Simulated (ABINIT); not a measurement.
Zn in ABINIT: convergence with pawecutdg

Input of the first run (pawecutdg 22.7); the others differ in this setting and in those tied to it:

File run.abi:

```
pp_dirpath "./"
pseudos "Zn.GGA_PBE-JTH.xml"

acell 2.7786128662 2.7786128662 2.7786128662 Angstrom
rprim
     0.0000000000     0.7071067812     0.7071067812
     0.7071067812     0.0000000000     0.7071067812
     0.7071067812     0.7071067812     0.0000000000
ntypat 1
znucl 30
natom 1
typat 1
xred
     0.0000000000     0.0000000000     0.0000000000

ecut 22.0
pawecutdg 22.7
pawxcdev 0

kptopt 1
ngkpt 12 12 12
nshiftk 1
shiftk 0.0 0.0 0.0

ixc 11

nband 10
occopt 4
tsmear 0.00183747

nstep 100
tolvrs 1.0e-9

iomode 3
prtwf 0
prtden 0
prteig 0
prtebands 0
enunit 1
```

Potentials or basis: JTH PAW PBE v2.0.

Launch:

```console
$ abinit run.abi > log 2>&1
```

This isn't the form of Zn at room conditions, which is hcp.

Hardware: 1 thread of Arm Neoverse N1 (shared host).

```csv
pawecutdg,energy less the tightest run (meV/atom),pressure (GPa),SCF cycles,CPU time (s),peak memory (GiB)
22.7,1.80,-0.70,27,39,0.08
26.4,0.37,-0.61,22,32,0.09
33,0.04,-0.48,20,30,0.09
39.6,-0.24,-0.49,21,31,0.09
48.4,-0.07,-0.60,27,39,0.09
59.4,-0.11,-0.53,26,37,0.1
72.6,0.00,-0.56,22,33,0.11
```

Against the tightest run, the energy stays within 1 meV/atom from 26.4 on; the pressure stays within 0.1 GPa from 26.4 on. The tightest run that finished is the yardstick and may itself not be fully converged.
